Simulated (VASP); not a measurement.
Set up this calculation in VASP 6.6.1, as the native input.

```
Task                   : single point
Functional             : PBEsol
Potentials or basis    : VASP PAW PBE potentials, release 64 (W_sv, S)
Cutoff                 : 520 eV
k mesh                 : 12 × 12 × 2
Occupations            : gaussian, width 0.02 eV
Spin                   : no spin polarisation
Dipole correction      : no
Further INCAR settings : ALGO = Fast; EDIFF = 1e-07; NBANDS = 35
```

The structure of WS2 lies in POSCAR:

```
WS2
1.0
    3.1460839202      0.0000000000      0.0000000000
   -1.5730419601      2.7245885973      0.0000000000
    0.0000000000      0.0000000000     12.7046084358
W S
2 4
Direct
    0.3333333333      0.6666666667      0.2500000000
    0.6666666667      0.3333333333      0.7500000000
    0.3333333333      0.6666666667      0.6266015265
    0.6666666667      0.3333333333      0.1266015265
    0.3333333333      0.6666666667      0.8733984735
    0.6666666667      0.3333333333      0.3733984735
```

The cell is a database's computed one.

One way to write it, as run:

INCAR

```
  ALGO = Fast
  EDIFF = 1E-7
  ENCUT = 520
  GGA = PS
  ISIF = 2
  ISMEAR = 0
  LASPH = True
  LCHARG = False
  LREAL = False
  LWAVE = False
  NBANDS = 35
  NELM = 100
  PREC = Accurate
  SIGMA = 0.02
```

KPOINTS

```
k-points
0
Gamma
  12 12 2
```

Potentials or basis: VASP PAW PBE potentials, release 64 (W_sv, S).

Run with:

```sh
$ cat potpaw_PBE.64/W_sv/POTCAR potpaw_PBE.64/S/POTCAR > POTCAR
$ mpirun -np 1 vasp_std > vasp.out
```

It gave:

```json
{
 "Pressure": "0.1 GPa",
 "Largest force": "0.019 eV/Å",
 "Band gap on the k mesh": "1.12 eV, indirect (least direct gap 1.87 eV)"
}
```

Caveat: the PAW data sets were made with another functional, which shifts forces and pressure a little; spin-orbit coupling is left out, which moves the levels of the heavy elements; this functional lacks dispersion, which binds the layers, so the pressure and a relaxed spacing across them are unreliable.

Run time: 100 s on 1 thread of AMD EPYC 9R45 96-Core Processor (Zen 5), with other jobs on the host, peak memory 0.26 GiB.
